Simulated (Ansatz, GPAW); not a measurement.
This is a calculation of Sn for GPAW 26.7.0 (ASE script). This isn't the form of Sn at room conditions, which is tetragonal (white tin).

The input run.py:

```python
from ase.dft.bandgap import bandgap
from ase.io import read, write
from ase.units import GPa
from gpaw import GPAW, PW

atoms = read('POSCAR')

calc = GPAW(mode=PW(600),
            xc='PBE',
            kpts={'size': (7, 7, 7), 'gamma': True},
            occupations={'name': 'methfessel-paxton', 'order': 0, 'width': 0.012},
            nbands=24,
            convergence={'density': 1e-05, 'energy': 1e-05},
            maxiter=150,
            txt='gpaw.txt')
atoms.calc = calc
energy = atoms.get_potential_energy()
forces = atoms.get_forces()
stress = atoms.get_stress()
calc.write('gs.gpw')
write('result.traj', atoms)
print(f'Energy: {energy:.6f} eV')
print('Forces (eV/A):')
print(forces.round(4))
print('Stress (GPa):', (stress / GPa).round(3))
print('Fermi level:', round(calc.get_fermi_level(), 4), 'eV')
print(f'Gap: {bandgap(calc)[0]:.4f} eV, direct: {bandgap(calc, direct=True)[0]:.4f} eV')
```

The input POSCAR:

```
Sn
1.0
    0.0000000000      3.2333428000      3.2333428000
    3.2333428000      0.0000000000      3.2333428000
    3.2333428000      3.2333428000      0.0000000000
Sn
2
Direct
    0.7500000000      0.7500000000      0.7500000000
    0.5000000000      0.5000000000      0.5000000000
```

Potentials or basis: GPAW PAW data sets (gpaw-data 1.2.1), pw.

Launch:

```bash
$ OMP_NUM_THREADS=1 python run.py
```

Question: What does the same run look like in Ansatz 0.2.0? Potentials or basis there: all-electron LAPW, scalar-relativistic.

Answer: As run (cutoffs and basis follow the program's own potentials, and thresholds, step limits or extra output files can differ):

input.yaml

```yaml
crystal:
  lattice:
    - [0.0, 3.2333428, 3.2333428]
    - [3.2333428, 0.0, 3.2333428]
    - [3.2333428, 3.2333428, 0.0]
  atoms:
    - { symbol: Sn, position: [0.75, 0.75, 0.75] }
    - { symbol: Sn, position: [0.5, 0.5, 0.5] }
kpoints:
  mp_grid: { grid: [7, 7, 7] }
scf:
  occupations: { method: gaussian, width: 0.012 }
hamiltonian:
  xc: pbe
  pseudopotentials: { kind: all_electron, lapw: { basis_error: 0.001 } }
output:
  forces: true
  stress: true
  eigenvalues: true
```

Potentials or basis: all-electron LAPW, scalar-relativistic.

Launch:

```bash
$ ansatz run input.yaml --threads 1 --pin off --max-ram 3072MiB --backend cpu --events-out ev --progress --plain --runs-dir out
```

Both were run:

|  | GPAW | Ansatz |
| --- | --- | --- |
| Pressure | 3.5 GPa | 3.8 GPa |

Where Ansatz's input types no cutoff or centring, it takes its own default and a Γ-centred mesh.

Pressure is positive in compression.
